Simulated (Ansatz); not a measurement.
# Au-Zn stack of (100) layers: lattice stability ahead of a resistivity run

Question: is the lattice of Au-Zn stack of (100) layers stable, and if so, what are its coupling constant and resistivity?

Calculated with Ansatz 0.2.0; DFT PBEsol, scalar-relativistic, plane waves, PAW; PAW set soft_1.

**1. Starting point**

The cell holds 2 atoms: 1 Au and 1 Zn. Cell: a = 2.776 Å, b = 2.776 Å, c = 12.963 Å, α = 90.0°, β = 90.0°, γ = 90.0°. Vacuum lies along c.

**2. Relaxing cell and atoms**

Lattice constant and positions set the bands and the force constants, so the cell is relaxed first.

Input file input.yaml:

```yaml
crystal:
  lattice:
    - [2.77596, 0.0, 0.0]
    - [0.0, 2.77596, 0.0]
    - [0.0, 0.0, 12.9629]
  atoms:
    - { symbol: Au, position: [0.0, 0.0, 0.42428782] }
    - { symbol: Zn, position: [0.5, 0.5, 0.57571218] }
  periodic: [true, true, false]
kpoints:
  mp_grid: { grid: [10, 10, 1] }
hamiltonian:
  xc: pbesol
  pseudopotentials: { kind: paw, azcp: { folder: soft_1 }, xc_functional: pbe }
scf:
  occupations: { method: gaussian, width: 0.1 }
output:
  forces: true
  stress: true
  eigenvalues: true
  write_density: true
  write_potential: true
  elf: true
  volumetric_format: npy
relax:
  adjacent_minimum: "off"
  f_tol: 0.005
  max_steps: 80
  cell: { stress_2d_tol: 0.02 }
```

Started as:

```
$ ansatz run input.yaml --threads 8 --pin off --max-ram 20480MiB --backend cpu --events-out ev --progress --plain --runs-dir out
```

Numbers of over 12 decimals in the logs are rounded to 6 here.

The log of the run:

```text
Warning: crystal.periodic: the lattice vector that does not repeat stood 0.000° off the slab's normal, 12.963 Å along it as the deck builds it. The run solves the slab on a vector along the normal, 27.726 Å long, with every atom where it was (on the deck's vector they left 11.00 Å outside them, and the widest stretch free of ions among them is 1.96 Å). A fractional position that the run reports is one of the run's ce [...]
crystal.periodic: the lattice vector that does not repeat stood 0.000° off the slab's normal, 12.963 Å along it as the deck builds it. The run solves the slab on a vector along the normal, 27.726 Å long, with every atom where it was (on the deck's vector they left 11.00 Å outside them, and the widest stretch free of ions among them is 1.96 Å). A fractional position that the run reports is one of the run's cell, which [...]
Engine: ansatz 0.2.0, aarch64-unknown-linux-gnu
Pseudopotentials: kind: paw
Pseudopotential: Au, paw, valence charge 19, recommended cutoff 420 eV (normal), soft_1/Au.paw.azcp
Pseudopotential: Zn, paw, valence charge 12, recommended cutoff 420 eV (normal), soft_1/Zn.paw.azcp
Functional definition: PBEsol
  exchange = pbesol_x
  correlation = pbesol_c
Crystal: 2 atoms, lattice volume = 213.654 Å³
Basis set: ecut = 420 eV, 4257 PW (Γ), exchange–correlation on 40×40×384 points (8 copies of the dense FFT grid, shifted against one another)
Bands: 20, of which v1, the nominal top of the filled ones, is band 16 counted from 1 (15 counted from 0)
Symmetry: 8 space group operations
Space group: P4mm (ITA 99), of the structure as read, at distance tolerance 6.0e-5 Å
k-points: 21 of 100
Non-local potential: Au, projectors of the file, l = 0: 3, l = 1: 2, l = 2: 2, l = 3: 1
Non-local potential: Zn, projectors of the file, l = 0: 2, l = 1: 2, l = 2: 3, l = 3: 1
PAW form: soft (Blöchl's): semilocal exchange-correlation on the pseudo side does not see the compensation charge
PAW frozen core: Au, regenerated for the run's functional, and the local potential with it (the file was generated under x = pbe(κ = 0.804, μ = 0.219515), c = pbe(β = 0.066725))
PAW frozen core: Zn, regenerated for the run's functional, and the local potential with it (the file was generated under x = pbe(κ = 0.804, μ = 0.219515), c = pbe(β = 0.066725))
PAW one-centre angular grid: Au, 590 points (default); XC on 64 Gauss nodes
PAW one-centre angular grid: Zn, 590 points (default); XC on 64 Gauss nodes
Initial density: superposition of atomic densities (neutral atoms: chi_scale 0, normalization atom)
Initial wavefunctions: pseudopotential atomic-orbital guess
Functional: x = pbesol(κ = 0.804, μ = 0.123457), c = pbesol(β = 0.046)
SCF iter   1: F=—  HF=-16289.377017 eV  |F-HF|=—  |Δ(HF+E_count)|=         —  Δρ=2.49e-2  dr2=1.44e0  ethr=3.10e-3  ⟨swp⟩=13.7  Hψ=3698  notcnv=0
preconditioner: auto → LDOS  [metal: Δε(μ)=0.139 eV  Ē_g=9.356 eV  σ=0.100 eV  W_gap=0.50  n_scr=16 (ndim 8)  ℏωp=12.2 eV  f_vac=0.781  D(μ)=1.15/eV (n_scr^D=8)  β→1.0]
SCF iter   2: F=—  HF=-16289.399801 eV  |F-HF|=—  |Δ(HF+E_count)|=   2.28e-2  Δρ=2.96e-2  dr2=1.39e0  ethr=3.10e-3  ⟨swp⟩=4.1  Hψ=1371  notcnv=0  defer=8
SCF iter   3: F=—  HF=-16288.957736 eV  |F-HF|=—  |Δ(HF+E_count)|=   4.42e-1  Δρ=4.14e-3  dr2=2.91e-2  ethr=3.10e-3  ⟨swp⟩=3.1  Hψ=1161  notcnv=0  defer=8
SCF iter   4: F=—  HF=-16288.958516 eV  |F-HF|=—  |Δ(HF+E_count)|=   7.81e-4  Δρ=3.37e-3  dr2=1.36e-2  ethr=9.40e-5  ⟨swp⟩=3.1  Hψ=1183  notcnv=0  defer=8
SCF iter   5: F=—  HF=-16288.955632 eV  |F-HF|=—  |Δ(HF+E_count)|=   2.88e-3  Δρ=6.82e-4  dr2=5.04e-4  ethr=4.40e-5  ⟨swp⟩=2.7  Hψ=809  notcnv=0  defer=8
SCF iter   6: F=—  HF=-16288.955877 eV  |F-HF|=—  |Δ(HF+E_count)|=   2.45e-4  Δρ=2.13e-4  dr2=1.16e-4  ethr=1.63e-6  ⟨swp⟩=3.4  Hψ=1017  notcnv=0  defer=8
SCF iter   7: F=—  HF=-16288.955864 eV  |F-HF|=—  |Δ(HF+E_count)|=   1.33e-5  Δρ=8.38e-5  dr2=1.06e-5  ethr=3.74e-7  ⟨swp⟩=3.3  Hψ=832  notcnv=0  defer=8
SCF iter   8: F=—  HF=-16288.955867 eV  |F-HF|=—  |Δ(HF+E_count)|=   2.41e-6  Δρ=2.55e-5  dr2=1.42e-6  ethr=3.40e-8  ⟨swp⟩=3.2  Hψ=925  notcnv=0  defer=8
SCF iter   9: F=—  HF=-16288.955868 eV  |F-HF|=—  |Δ(HF+E_count)|=   1.35e-6  Δρ=1.34e-5  dr2=2.44e-7  ethr=4.58e-9  ⟨swp⟩=3.3  Hψ=757  notcnv=0  defer=8
iter 10 did not close the SCF: its close was put off until two iterations running show no level that it waits for move by more than its bar (scf_convergence_deferred on its scf_iter line)
SCF iter  10: F=-16288.955868 eV  HF=-16288.955868 eV  |F-HF|=1.83e-8  |Δ(HF+E_count)|=   4.51e-8  Δρ=1.96e-6  dr2=8.20e-9  ethr=3.23e-10  ⟨swp⟩=22.6  Hψ=4894  notcnv=0
iter 11 did not close the SCF: its close was put off until two iterations running show no level that it waits for move by more than its bar (scf_convergence_deferred on its scf_iter line)
SCF iter  11: F=-16288.955868 eV  HF=-16288.955868 eV  |F-HF|=3.92e-9  |Δ(HF+E_count)|=   1.70e-8  Δρ=5.83e-7  dr2=1.03e-9  ethr=2.64e-11  ⟨swp⟩=11.0  Hψ=3601  notcnv=0
SCF iter  12: F=-16288.955868 eV  HF=-16288.955868 eV  |F-HF|=9.55e-10  |Δ(HF+E_count)|=   3.20e-9  Δρ=3.50e-7  dr2=2.30e-10  ethr=3.32e-12  ⟨swp⟩=10.4  Hψ=3488  notcnv=0
SCF 1 converged in 12 iterations: F = -16288.955868 eV  dr2 = 2.30e-10
  greatest PAW one-centre occupation: 1.000 electrons in one spin orbital (limit 2), on the Au atom at site 0 (counted from 0), in its partial waves of l = 0
relax step   1: F+E_penalty+E_count = -16288.95586784 eV  Δ(F+E_penalty+E_count) = +0.000e0 eV  max|allowed force component| = 2.886e-1 eV/Å  Δτ_max = 0.0000 Å  P = -3.249 N/m  Ω = 213.654 Å³  fix = [c, alpha, beta]  reactions: c -0.000 N/m  (12 SCF iters, dr2 threshold 1.00e-7 eV, accepted)
Crystal: 2 atoms, lattice volume = 204.285 Å³
Basis set: ecut = 420 eV, 4089 PW (Γ), exchange–correlation on 40×40×384 points (8 copies of the dense FFT grid, shifted against one another)
Initial density: handed on by an earlier stage of this run
Initial wavefunctions: those handed on with the density
iter 1 solved again at ethr=7.49e-5 eV; its pass at ethr=3.10e-3 eV (dr2=2.32e-2 eV) is discarded
SCF iter   1: F=—  HF=-16289.002288 eV  |F-HF|=—  |Δ(HF+E_count)|=         —  Δρ=2.46e-3  dr2=2.33e-2  ethr=7.49e-5  ⟨swp⟩=3.0  Hψ=3550  notcnv=0
preconditioner: auto → LDOS  [insulator: Δε(μ)=0.329 eV  Ē_g=10.215 eV  σ=0.100 eV  W_gap=0.53  n_scr=16 (ndim 8)  ℏωp=12.5 eV  f_vac=0.782  D(μ)=1.05/eV (n_scr^D=8)  ε∞_Penn≈2.5  β→1.0]
SCF iter   2: F=—  HF=-16289.001850 eV  |F-HF|=—  |Δ(HF+E_count)|=   4.38e-4  Δρ=2.87e-3  dr2=1.46e-2  ethr=7.49e-5  ⟨swp⟩=3.0  Hψ=966  notcnv=0
[...]
iter 7 did not close the SCF: its close was put off until two iterations running show no level that it waits for move by more than its bar (scf_convergence_deferred on its scf_iter line)
SCF iter   7: F=-16289.002434 eV  HF=-16289.002434 eV  |F-HF|=2.64e-8  |Δ(HF+E_count)|=   1.08e-7  Δρ=2.05e-6  dr2=1.92e-8  ethr=4.60e-10  ⟨swp⟩=13.1  Hψ=4262  notcnv=0
SCF iter   8: F=-16289.002434 eV  HF=-16289.002434 eV  |F-HF|=1.30e-8  |Δ(HF+E_count)|=   2.50e-8  Δρ=7.36e-7  dr2=1.39e-9  ethr=6.20e-11  ⟨swp⟩=12.5  Hψ=3804  notcnv=0
SCF 3 converged in 8 iterations: F = -16289.002434 eV  dr2 = 1.39e-9
relax step   3: F+E_penalty+E_count = -16289.00243368 eV  Δ(F+E_penalty+E_count) = -4.443e-3 eV  max|allowed force component| = 6.268e-2 eV/Å  Δτ_max = 0.0184 Å  P = -0.146 N/m  Ω = 203.090 Å³  energy of the carried Pulay correction = +8.966e-4 eV  fix = [c, alpha, beta]  reactions: c -0.000 N/m  (8 SCF iters, dr2 threshold 2.00e-7 eV, accepted)
[...]
relax step   4: F+E_penalty+E_count = -16289.00367887 eV  Δ(F+E_penalty+E_count) = -1.245e-3 eV  max|allowed force component| = 2.449e-4 eV/Å  Δτ_max = 0.0165 Å  P = +0.132 N/m  Ω = 201.238 Å³  energy of the carried Pulay correction = +1.062e-3 eV  fix = [c, alpha, beta]  reactions: c +0.000 N/m  (8 SCF iters, dr2 threshold 2.00e-7 eV, accepted)
[...]
relax step   5: F+E_penalty+E_count = -16289.00369786 eV  Δ(F+E_penalty+E_count) = -1.899e-5 eV  max|allowed force component| = 3.380e-3 eV/Å  Δτ_max = 0.0017 Å  P = -0.030 N/m  Ω = 201.774 Å³  energy of the carried Pulay correction = +1.014e-3 eV  fix = [c, alpha, beta]  reactions: c -0.000 N/m  (8 SCF iters, dr2 threshold 3.03e-8 eV, accepted)
[...]
relax step   6: F+E_penalty+E_count = -16289.00370662 eV  Δ(F+E_penalty+E_count) = -8.755e-6 eV  max|allowed force component| = 9.059e-5 eV/Å  Δτ_max = 0.0003 Å  P = +0.000 N/m  Ω = 201.710 Å³  energy of the carried Pulay correction = +1.020e-3 eV  fix = [c, alpha, beta]  reactions: c +0.000 N/m  (8 SCF iters, accepted)
Initial wavefunctions: pseudopotential atomic-orbital guess (no wavefunctions were taken with the density)
iter 1 solved again at ethr=3.46e-6 eV; its pass at ethr=3.10e-3 eV (dr2=1.07e-3 eV) is discarded
SCF iter   1: F=—  HF=-16289.002609 eV  |F-HF|=—  |Δ(HF+E_count)|=         —  Δρ=7.67e-5  dr2=3.45e-6  ethr=3.46e-6  ⟨swp⟩=5.0  Hψ=5599  notcnv=0
eigensolver tolerance schedule: the retry pair's looser diagonalisation over-reported the residual by 310.49 of it (diagonalisation noise at 0.53 of the residual, at the tolerance the schedule requests for it); recorded, not acted on — ethr = c·dr2/N_el stays at c = 1.0e-1
preconditioner: auto → LDOS  [insulator: Δε(μ)=0.291 eV  Ē_g=10.251 eV  σ=0.100 eV  W_gap=0.51  n_scr=16 (ndim 8)  ℏωp=12.5 eV  f_vac=0.780  D(μ)=0.94/eV (n_scr^D=8)  ε∞_Penn≈2.5  β→1.0]
SCF iter   2: F=—  HF=-16289.002628 eV  |F-HF|=—  |Δ(HF+E_count)|=   1.86e-5  Δρ=1.03e-4  dr2=1.20e-5  ethr=1.11e-8  ⟨swp⟩=4.3  Hψ=1236  notcnv=0
SCF iter   3: F=—  HF=-16289.002626 eV  |F-HF|=—  |Δ(HF+E_count)|=   1.70e-6  Δρ=1.18e-4  dr2=1.42e-5  ethr=1.11e-8  ⟨swp⟩=3.7  Hψ=891  notcnv=0
SCF iter   4: F=—  HF=-16289.002615 eV  |F-HF|=—  |Δ(HF+E_count)|=   1.06e-5  Δρ=2.51e-5  dr2=6.50e-7  ethr=1.11e-8  ⟨swp⟩=2.7  Hψ=797  notcnv=0
SCF iter   5: F=—  HF=-16289.002644 eV  |F-HF|=—  |Δ(HF+E_count)|=   2.88e-5  Δρ=4.03e-6  dr2=2.51e-8  ethr=2.10e-9  ⟨swp⟩=2.9  Hψ=755  notcnv=0
SCF iter   6: F=—  HF=-16289.002644 eV  |F-HF|=—  |Δ(HF+E_count)|=   2.39e-8  Δρ=5.94e-7  dr2=1.54e-9  ethr=8.10e-11  ⟨swp⟩=3.3  Hψ=889  notcnv=0
SCF iter   7: F=—  HF=-16289.002644 eV  |F-HF|=—  |Δ(HF+E_count)|=   5.86e-9  Δρ=3.14e-7  dr2=3.52e-10  ethr=4.97e-12  ⟨swp⟩=3.4  Hψ=927  notcnv=0
SCF iter   8: F=—  HF=-16289.002644 eV  |F-HF|=—  |Δ(HF+E_count)|=  5.49e-10  Δρ=1.20e-7  dr2=2.02e-11  ethr=1.14e-12  ⟨swp⟩=3.1  Hψ=792  notcnv=0
SCF iter   9: F=—  HF=-16289.002644 eV  |F-HF|=—  |Δ(HF+E_count)|=  2.00e-10  Δρ=3.26e-8  dr2=2.99e-12  ethr=1.00e-12  ⟨swp⟩=12.2  Hψ=3623  notcnv=0
SCF iter  10: F=-16289.002644 eV  HF=-16289.002644 eV  |F-HF|=3.09e-11  |Δ(HF+E_count)|=  5.46e-11  Δρ=8.68e-9  dr2=2.51e-13  ethr=1.00e-12  ⟨swp⟩=8.1  Hψ=2279  notcnv=0
SCF 7 converged in 10 iterations: F = -16289.002644 eV  dr2 = 2.51e-13
relax step   7: F+E_penalty+E_count = -16289.00264395 eV  Δ(F+E_penalty+E_count) = +1.063e-3 eV  max|allowed force component| = 3.184e-4 eV/Å  Δτ_max = 0.0000 Å  P = -0.000 N/m  Ω = 201.710 Å³  fix = [c, alpha, beta]  reactions: c -0.000 N/m  stress off target by 4.94e-4 N/m on what of the cell is left free  SCF on the basis re-selected at this cell (its energy is not comparable with the rows above)  (10 SCF iters)
basis re-selected at this cell: Δ(F+E_penalty+E_count) = +1.063e-3 eV, ΔP = -0.001 N/m vs the last step (what re-selecting the basis moved, of the pressure what is left beyond the Pulay correction that the steps carried, after the strain that the cell walked since its last selection, with what the two solves' SCF thresholds leave and, on support functions, any second-order correction that the steps lacked; it is no m [...]
WARN: The output density's exchange-correlation potential varies sharply where the density is thin. Do not read a vacuum level from v_tot or v_xc, or from such a field of the output density. On a cell that repeats whose density bears no net charge and no dipole along the vacuum's axis use v_es (v_loc + v_h of the components); under efield.dipole_correction with no amplitude use v_es + v_field, which holds any externa [...]
SCF converged after 10 iterations
Free energy (F): -16289.002644 eV
Harris-Foulkes:  -16289.002644 eV  (|F-HF|=3.09e-11)
Internal energy: -16288.997964 eV  (E = F + TS)
E sigma→0 (E₀):  -16289.000304 eV
Entropy (-TS):   -0.004680 eV (-2.340 meV/atom)
Fermi energy:    -4.643582 eV
--- Per-component energies (eV) ---
  E_band       = -825.753586
  E_kinetic    = 724.900164
  E_local      = -72084.133140  (includes V_loc(G=0)·N_el)
  E_nonlocal   = 920.175249
  E_hartree    = 35370.022198
  E_xc         = -291.006617
  E_vxc        = -311.210926  (∫ρ·V_xc dr)
  E_paw        = -11448.865242  (= ΣΔE_a)
  E_vpaw       = -815.530681  (= ΣTr[D̂ρ^β])
  E_aug_tail   = 0.001272  (compensation charges beyond the density's cutoff)
  E_ewald      = 30518.801270
  E_core_change = 1.106883  (= ΣΔE_core)
  E_smearing   = -0.004680  (= −TS)
  E_closure    = -0.000000  (closes the sum)
  Σ components = -16289.002644   (vs F -16289.002644, Δ=0.00e0)
--- Forces (eV/Å), atoms counted from 1 ---
  atom   1  Au     0.00000000     0.00000000    -0.00031846
  atom   2  Zn    -0.00000000    -0.00000000     0.00031842
  max |Σ_I F_I| component: 4.01e-8 eV/Å
--- 2D stress c σ (N/m, compression-positive) ---
       -0.000494       0.000000      -0.000000
        0.000000      -0.000494       0.000000
       -0.000000       0.000000      -0.000000
  P = ½ c Tr σ = -0.0005 N/m
--- Band table (eV; the first three rows and the last of 21) ---
  k-point 0: bands = [... 12 lower, -7.7041, -7.6503, -7.6503, -6.7914, -4.5131, -0.5778 (-0.5902°), 0.1714, 0.5702]
  k-point 1: bands = [... 12 lower, -8.0625, -7.6268, -7.4634, -6.9614, -4.0828, -0.3735 (-0.3857°), 0.3729, 0.7818]
  k-point 2: bands = [... 12 lower, -8.6696, -7.5667, -7.3778, -7.0195, -3.0968, 0.2281 (0.2176°), 0.9729, 1.4040]
  k-point 20: bands = [... 12 lower, -7.8139, -5.5435, -2.4767, -2.4767, -0.4319, 1.4029, 1.9743, 1.9743]
  ° read free of the cell's end (the report's vacuum.weakly_bound_levels)
--- Relaxed structure (6 steps of the walk, 6 accepted, 1 SCFs on fresh bases) ---
  F+E_penalty+E_count = -16289.00264395 eV   max|allowed force component| = 3.184e-4 eV/Å   (the final SCF, on the basis selected at the relaxed cell)
  cell:  # Å, volume = 201.7098 Å³
    - [2.697251, 0, 0]
    - [0, 2.697251, 0]
    - [0, 0, 27.725797672488]
  atoms:
    - { symbol: Au, position: [-4.1781691577911674e-19, 0, 0.198156] }
    - { symbol: Zn, position: [0.500000, 0.500000, 0.269383] }
```

It took 15 s on 8 threads of Arm Neoverse V2, shared host; peak memory 0.66 GiB.

Relaxation path:

| step | energy less that of the first step (eV) | largest force component (eV/Å) | volume (Å³) |
| --- | --- | --- | --- |
| 1 | 0.0000 | 0.2886 | 213.65 |
| 2 | -0.0421 | 0.1572 | 204.29 |
| 3 | -0.0466 | 0.0627 | 203.09 |
| 4 | -0.0478 | 0.0002 | 201.24 |
| 5 | -0.0478 | 0.0034 | 201.77 |
| 6 | -0.0478 | 0.0001 | 201.71 |
| 7* | -0.0468 | 0.0003 | 201.71 |

Relaxation steps marked * repeat the geometry before them on a plane-wave basis chosen anew for their cell, so energy and pressure can jump there.

Forces are held to the 8 operations that the run works with; a distortion that breaks them can't arise in this run.

| cell as run | before | after | change |
| --- | --- | --- | --- |
| a (Å) | 2.776 | 2.697 | -2.8 % |
| b (Å) | 2.776 | 2.697 | -2.8 % |

Final coordinates:

```
Au Zn
1.0
     2.69725    0.00000    0.00000
     0.00000    2.69725    0.00000
     0.00000    0.00000   27.72580
Au Zn
1 1
Direct
  0.00000 0.00000 0.19816
  0.50000 0.50000 0.26938
```

Numbers from this step:

```yaml
metallic_on_mesh: yes
gap_on_the_k_mesh: 0 eV
```

Valence density in the ca plane at fractional y = 0.000, with atoms of Au within 0.2 Å of it. It is the smooth field of the valence electrons, not physical close to the nuclei.

Ten steps, logarithmic in the rise over the least value, from '0' (0 e/Å³) to '9' (14 e/Å³), each cell a mean:
```
00000000000136898631110000000000000000000000
00000000000125777421111000000000000000000000
00000000000013454321111000000000000000000000
00000000000012232211211100000000000000000000
00000000000012333211111000000000000000000000
00000000000024665321111000000000000000000000
00000000000136888531110000000000000000000000
00000000000137999631110000000000000000000000
```
Columns run along c (16.0 Å, from fractional 0.00 to 0.58 of the cell), rows up along a (2.7 Å). Atoms in or near the plane, at fractional coordinates: Au at (0.20, 0.00).

ELF in the ca plane at fractional y = 0.000, with atoms of Au within 0.2 Å of it. It is the smooth field of the valence electrons, not physical close to the nuclei.

Ten even steps from '0' (0.00) to '9' (0.81), each cell a mean:
```
00000000012346786532233221000000000000000000
00000000001235565432333321000000000000000000
00000000001233443333344432100000000000000000
00000000000123333333344432100000000000000000
00000000001223333333344432100000000000000000
00000000001234554432334331000000000000000000
00000000012345676532233321000000000000000000
00000000012346797542223211000000000000000000
```
Columns run along c (16.0 Å, from fractional 0.00 to 0.58 of the cell), rows up along a (2.7 Å). Atoms in or near the plane, at fractional coordinates: Au at (0.20, 0.00).

Electrostatic potential energy in the ca plane at fractional y = 0.000, with atoms of Au within 0.2 Å of it. With pseudopotentials it is smooth inside the atoms' cores, unlike the true potential.

Values in eV, 5 rows by 16 columns, each cell a mean:
```
  0   0   0   0 -13 -47 -23  -3  -1   0   0   0   0   0   0   0
  0   0   0   0  -4 -23  -9  -4  -2  -1   0   0   0   0   0   0
  0   0   0   0  -2  -9  -5  -5  -3  -1   0   0   0   0   0   0
  0   0   0   0  -7 -35 -13  -4  -2   0   0   0   0   0   0   0
  0   0   0   0 -15 -47 -25  -2  -1   0   0   0   0   0   0   0
```
Columns run along c (16.0 Å, from fractional 0.00 to 0.58 of the cell; values clipped at the 3rd and 97th percentile), rows up along a (2.7 Å). Atoms in or near the plane, at fractional coordinates: Au at (0.20, 0.00).

The relaxation ends with a largest force component of 3.2e-4 eV/Å.

(Continued in part 2 of 3.)

[Logs are printed without paths, hosts, clocks, repeated set-up lines and the standing remarks that a program may print on its own settings, such as how far it seeks lower states.]

[Hosts, paths, dates, database ids (printed as entryN), source tags and the programs' standing remarks are cut or masked in the printed files.]
